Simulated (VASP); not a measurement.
# Sc (P-1) in VASP: notebook

One crystal, Sc, is run at these levels: PBEsol; tasks: single point.

All numbers are computed with VASP 6.6.1; they aren't measurements. Logs are shortened: lines on timing, memory, paths and dates and some standing lists are left out, and cuts for length are marked.

**1. The crystal as given**

The typed cell holds 1 atom: a = 3.202 Å, b = 3.216 Å, c = 3.226 Å, α = 61.44°, β = 61.31°, γ = 62.16°.

This isn't the form of Sc at room conditions, which is hcp.

**2. Single point, PBEsol**

File INCAR:

```
SYSTEM = Sc
  PREC = Accurate
  ENCUT = 600
  EDIFF = 1E-6
  ISMEAR = 1
  SIGMA = 0.2
  LREAL = .FALSE.
  LASPH = .TRUE.
  NELM = 100
  ALGO = Normal
  ISIF = 2
  LWAVE = .FALSE.
  LCHARG = .FALSE.
  GGA = PS
  ADDGRID = .FALSE.
```

File KPOINTS:

```
regular mesh
0
G
  6 6 6
  0 0 0
```

File POSCAR:

```
Sc
1.0
    3.2019616822      0.0000000000      0.0000000000
    1.5021078373      2.8441406042      0.0000000000
    1.5489936237      0.9264468030      2.6741812389
Sc
1
Direct
    0.0000000000      0.0000000000      0.0000000000
```

Potentials or basis: VASP PAW PBE potentials, release 64 (Sc_sv).

The run is started by

```sh
> cat potpaw_PBE.64/Sc_sv/POTCAR > POTCAR
> mpirun -np 1 vasp_std > vasp.out
```

OUTCAR:

```text
SYSTEM = Sc
   PREC = Accurate
   ENCUT = 600
   EDIFF = 1E-6
   ISMEAR = 1
   LREAL = .FALSE.
   LASPH = .TRUE.
   NELM = 100
   ISIF = 2
   GGA = PS

 Found    112 irreducible k-points:

 Following reciprocal coordinates:
            Coordinates               Weight
  0.000000  0.000000  0.000000      1.000000
  0.166667  0.000000 -0.000000      2.000000
  0.333333  0.000000  0.000000      2.000000
  0.500000  0.000000  0.000000      1.000000
  0.000000  0.166667 -0.000000      2.000000
  0.166667  0.166667 -0.000000      2.000000
   k-points           NKPTS =    112   k-points in BZ     NKDIM =    112   number of bands    NBANDS=      9
   number of dos      NEDOS =    301   number of ions     NIONS =      1
   total plane-waves  NPLWV =  21952
   dimension x,y,z NGX =    28 NGY =   28 NGZ =   28
   dimension x,y,z NGXF=    56 NGYF=   56 NGZF=   56
   ions per type =               1
   NGX,Y,Z   is equivalent  to a cutoff of  14.54, 14.47, 14.43 a.u.
   NGXF,Y,Z  is equivalent  to a cutoff of  29.08, 28.94, 28.86 a.u.
 SYSTEM =  Sc
   PREC   = accura    normal or accurate (medium, high low for compatibility)
   ISTART =      0    job   : 0-new  1-cont  2-samecut
   ICHARG =      2    charge: 1-file 2-atom 10-const
   ISPIN  =      1    spin polarized calculation?
   LNONCOLLINEAR =      F non collinear calculations
   LSORBIT =      F    spin-orbit coupling
   LASPH  =      T    aspherical Exc in radial PAW
   ENCUT  =  600.0 eV  44.10 Ry    6.64 a.u.   6.40  6.42  6.44*2*pi/ulx,y,z
   NELM   =    100;   NELMIN=  2; NELMDL= -5     # of ELM steps
   EDIFF  = 0.1E-05   stopping-criterion for ELM
   LREAL  =      F    real-space projection
   EDIFFG = 0.1E-04   stopping-criterion for IOM
   NSW    =      0    number of steps for IOM
   IBRION =     -1    ionic relax: 0-MD 1-quasi-New 2-CG
   NFREE  =      0    steps in history (QN), initial steepest desc. (CG)
   ISIF   =      2    stress and relaxation
   ISYM   =      2    0-nonsym 1-usesym 2-fastsym
   POTIM  = 0.5000    time-step for ionic-motion
   TEBEG  =    0.0;   TEEND  =   0.0 temperature during run
   PSTRESS=    0.0 pullay stress
   NELECT =      11.0000    total number of electrons
   NUPDOWN=      -1.0000    fix difference up-down
   EMIN   =  10.00;   EMAX   =-10.00  energy-range for DOS
   EFERMI =   0.00;   METHOD = LEGACY
   ISMEAR =     1;   SIGMA  =   0.20  broadening in eV -4-tet -1-fermi 0-gaus
   EFERMI_NEDOS =   21; number of points for ismear=-14 and -15
   IALGO  =     38    algorithm
   IMIX   =      4    mixing-type and parameters
     AMIX     =   0.40;   BMIX     =  1.00
     AMIX_MAG =   1.60;   BMIX_MAG =  1.00
  volume/ion in A,a.u.               =      24.35       164.34
  Fermi-wavevector in a.u.,A,eV,Ry     =   1.256087  2.373660 21.466653  1.577755
  Thomas-Fermi vector in A             =   2.389812
   LORBIT       =      0    0 simple, 1 ext, 2 COOP (PROOUT), +10 PAW based schemes
   GGA     = PS    functional components
   LHFCALC =     F    Hartree Fock is set to
   AEXX    =    0.0000 exact exchange contribution
   IVDW    =     0    specifies the selected vdW correction
   LEPSILON=     F    determine dielectric tensor
   LRPA    =     F    only Hartree local field effects (RPA)
 non-spin polarized calculation
 Methfessel and Paxton  Order N= 1 SIGMA  =   0.20
  energy-cutoff  :      600.00
  volume of cell :       24.35
 maximum number of plane-waves:       837
 NGX is ok and might be reduce to    28
   NGX = 13   NGY = 13   NGZ = 13

 number of electron      10.9999999 magnetization

 Free energy of the ion-electron system (eV)
  ---------------------------------------------------
  ext. energy  EPLUGINS =         0.00000000
  ---------------------------------------------------
  free energy    TOTEN  =        -6.55997293 eV

  energy without entropy =       -6.56198825  energy(sigma->0) =       -6.56064470

 E-fermi :   3.6824     XC(G=0): -10.0375

 val. band max:        3.6045756385   @ k =  -0.3333   0.1667   0.1667
 cond. band min:       3.7018951239   @ k =   0.5000   0.3333   0.1667
 fundamental gap:      0.0973194853
 Fermi energy:         3.6824004930

 k-point     1 :       0.0000    0.0000    0.0000
  band No.  band energies     occupation
      1     -45.4985      2.00000
      2     -24.0000      2.00000
      3     -23.9972      2.00000
      4     -23.9813      2.00000
      5      -1.5157      2.00000
      6       5.1321     -0.00000
      7       5.2132     -0.00000
      8       5.5060     -0.00000
      9       6.6650     -0.00000

 k-point     2 :       0.1667    0.0000   -0.0000
  band No.  band energies     occupation
      1     -45.4830      2.00000
      2     -24.1010      2.00000
      3     -24.0103      2.00000
      4     -23.9989      2.00000
      5      -0.8342      2.00000
      6       4.7804     -0.00000
      7       5.3411     -0.00000
      8       5.6467     -0.00000
      9       6.5912     -0.00000

 k-point     3 :       0.3333    0.0000    0.0000
  band No.  band energies     occupation
      1     -45.4519      2.00000
      2     -24.3081      2.00000
      3     -24.0324      2.00000
      4     -24.0277      2.00000
      5       0.8249      2.00000
      6       4.0914     -0.01378
      7       5.2246     -0.00000
      8       5.5264     -0.00000
      9       7.0483     -0.00000

 k-point     4 :       0.5000    0.0000    0.0000
  band No.  band energies     occupation
      1     -45.4363      2.00000
      2     -24.4092      2.00000
      3     -24.0459      2.00000
      4     -24.0396      2.00000
      5       1.8912      2.00000
      6       3.9088     -0.06791
      7       5.0432     -0.00000
      8       5.3507     -0.00000
      9       7.4967     -0.00000

 k-point     5 :       0.0000    0.1667   -0.0000
  band No.  band energies     occupation
      1     -45.4836      2.00000
      2     -24.1019      2.00000
      3     -24.0078      2.00000
      4     -23.9969      2.00000
      5      -0.8427      2.00000
      6       4.7465     -0.00000
      7       5.3548     -0.00000
      8       5.6460     -0.00000
      9       6.6001     -0.00000

 k-point     6 :       0.1667    0.1667   -0.0000
  band No.  band energies     occupation
      1     -45.4766      2.00000
      2     -24.0989      2.00000
      3     -24.0395      2.00000
      4     -24.0234      2.00000
      5      -0.5857      2.00000
      6       4.6266     -0.00000
      7       5.5663     -0.00000
      8       5.7698     -0.00000
      9       6.0761     -0.00000

 [... further k-points ...]

------------------------ aborting loop because EDIFF is reached ----------------------------------------

  FORCE on cell =-STRESS in cart. coord.  units (eV):
  Direction    XX          YY          ZZ          XY          YZ          ZX
  --------------------------------------------------------------------------------------
  -------------------------------------------------------------------------------------
  Total       -0.0901895     -0.3277730     -0.3144317      0.1533121      0.0703912      0.0780401
  in kB       -5.9334642    -21.5638187    -20.6861110     10.0862341      4.6309610      5.1341724
  external PRESSURE =     -16.0611313 kB  Pullay stress =       0.0000000 kB

 VOLUME and BASIS-vectors are now :
 -----------------------------------------------------------------------------
  energy-cutoff  :      600.00
  volume of cell :       24.35
      direct lattice vectors                 reciprocal lattice vectors
     3.201961682  0.000000000  0.000000000     0.312308547 -0.164943011 -0.123758636
     1.502107837  2.844140604  0.000000000     0.000000000  0.351600058 -0.121808778
     1.548993624  0.926446803  2.674181239     0.000000000  0.000000000  0.373946233

 POSITION                                       TOTAL-FORCE (eV/Angst)
 -----------------------------------------------------------------------------------
      0.00000      0.00000      0.00000         0.000000      0.000000      0.000000
 -----------------------------------------------------------------------------------
    total drift:                               -0.000000     -0.000000     -0.000000

  FREE ENERGIE OF THE ION-ELECTRON SYSTEM (eV)
  ---------------------------------------------------
  free  energy   TOTEN  =        -6.5599729312 eV

  energy  without entropy=       -6.5619882525  energy(sigma->0) =       -6.56064470
```

Wall time 14 s (1 thread of Intel Xeon 6975P-C (Granite Rapids), shared host); peak memory 0.17 GiB.

These settings aren't checked as converged: the numbers below hold their error.

What came out:

- Free energy: -6.5600 eV
- Pressure: -1.6 GPa
- Band gap on the k mesh: none (metal or under the smearing width)

Caveat: the k mesh is coarse (spacing up to 0.39 Å⁻¹), so the values aren't converged; the PAW data sets were made with another functional, which shifts forces and pressure a little.

**3. Single point, PBEsol**

Changes to INCAR since step 2:

```diff
@@ -2,3 +2,3 @@
   PREC = Accurate
-  ENCUT = 600
+  ENCUT = 300
   EDIFF = 1E-6
```

File KPOINTS:

```
regular mesh
0
G
  9 9 9
  0 0 0
```

POSCAR is that of step 2.

Potentials or basis: VASP PAW PBE potentials, release 64 (Sc_sv).

The run is started by

```sh
> cat potpaw_PBE.64/Sc_sv/POTCAR > POTCAR
> mpirun -np 1 vasp_std > vasp.out
```

Run time: 13 s. Hardware: 1 thread of Intel Xeon 6975P-C (Granite Rapids), shared host; peak memory 0.14 GiB.

These settings aren't checked as converged: the numbers below hold their error.

What came out:

```yaml
Free_energy: -6.5543 eV
Pressure: -2.1 GPa
Band_gap_on_the_k_mesh: none (metal or under the smearing width)
```

Caveat: the PAW data sets were made with another functional, which shifts forces and pressure a little.

**4. Single point, PBEsol**

Changes to INCAR since step 3:

```diff
@@ -2,3 +2,3 @@
   PREC = Accurate
-  ENCUT = 300
+  ENCUT = 350
   EDIFF = 1E-6
```

KPOINTS is that of step 3.

POSCAR is that of step 3.

The run is started by

```sh
> cat potpaw_PBE.64/Sc_sv/POTCAR > POTCAR
> mpirun -np 1 vasp_std > vasp.out
```

It took 17 s on 1 thread of Intel Xeon 6975P-C (Granite Rapids), shared host; peak memory 0.16 GiB.

The run converged, but some of its settings lie outside the range that counts as converged, so its numbers aren't taken as properties of the crystal.

Results:

| Property | Result |
| --- | --- |
| Free energy | -6.5533 eV |
| Pressure | -1.9 GPa |
| Band gap on the k mesh | none (metal or under the smearing width) |

Caveat: the PAW data sets were made with another functional, which shifts forces and pressure a little.

**5. Single point, PBEsol**

Changes to INCAR since step 4:

```diff
@@ -2,3 +2,3 @@
   PREC = Accurate
-  ENCUT = 350
+  ENCUT = 300
   EDIFF = 1E-6
```

File KPOINTS:

```
regular mesh
0
G
  10 10 10
  0 0 0
```

POSCAR is that of step 4.

The run is started by

```sh
> cat potpaw_PBE.64/Sc_sv/POTCAR > POTCAR
> mpirun -np 1 vasp_std > vasp.out
```

Run time: 18 s. Hardware: 1 thread of Intel Xeon 6975P-C (Granite Rapids), shared host; peak memory 0.15 GiB.

The run converged, but some of its settings lie outside the range that counts as converged, so its numbers aren't taken as properties of the crystal.

Results:

* Free energy: -6.5499 eV
* Pressure: -2.1 GPa
* Band gap on the k mesh: none (metal or under the smearing width)

Caveat: the PAW data sets were made with another functional, which shifts forces and pressure a little.

[end of part 1 of 2]
